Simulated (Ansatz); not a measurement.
**NbP under changes of volume**

One of the cells (16.103 Å³/atom); the others are scaled copies at fixed shape and fractional positions:

```
Nb P
1.0
    -1.67492    1.67492    5.74011
     1.67492   -1.67492    5.74011
     1.67492    1.67492   -5.74011
Nb P
2 2
Direct
  0.24988 0.74988 0.50000
  0.49988 0.49988 0.00000
  0.83275 0.33275 0.50000
  0.08275 0.08275 0.00000
```

The cell is a database's computed one.

* Program: Ansatz 0.2.0
* Functional: LDA
* Potentials or basis: all-electron LAPW, scalar-relativistic
* Cutoff: 207 eV (chosen from the basis error)
* Basis error allowed: 0.002 eV/atom
* k mesh: 11 × 11 × 11
* Occupations: fermi-dirac, width 0.05 eV
* Spin: no spin polarisation

```csv
volume (Å³/atom),energy over the lowest point (meV/atom),pressure (GPa),largest force (eV/Å)
15.137,1.10,2.9,0.039
15.459,0.00,-1.7,0.030
15.781,7.50,-5.7,0.022
16.103,22.71,-9.3,0.015
16.425,44.81,-12.6,0.008
16.747,73.07,-15.5,0.002
17.069,?,?,?
```

Task: What does the run at 17.069 Å³/atom give?

Result: Energy over the lowest point 106.84 meV/atom; pressure -18.1 GPa; largest force 0.003 eV/Å.

Worked out: A Birch-Murnaghan fit of order 3 (a polynomial in V^(-2/3)) to the other rows has its minimum at 15.34 Å³/atom with B0 = V·E''(V) = 213 GPa and B' = 4.3 at fixed shape and positions, which overstates the stiffness. It gives 106.85 meV/atom at 17.069 Å³/atom, against the run's 106.84, and -dE/dV = -18.1 GPa, against -18.1.

Energies are extrapolated to zero smearing.

The runs don't all hold the same shells in valence.
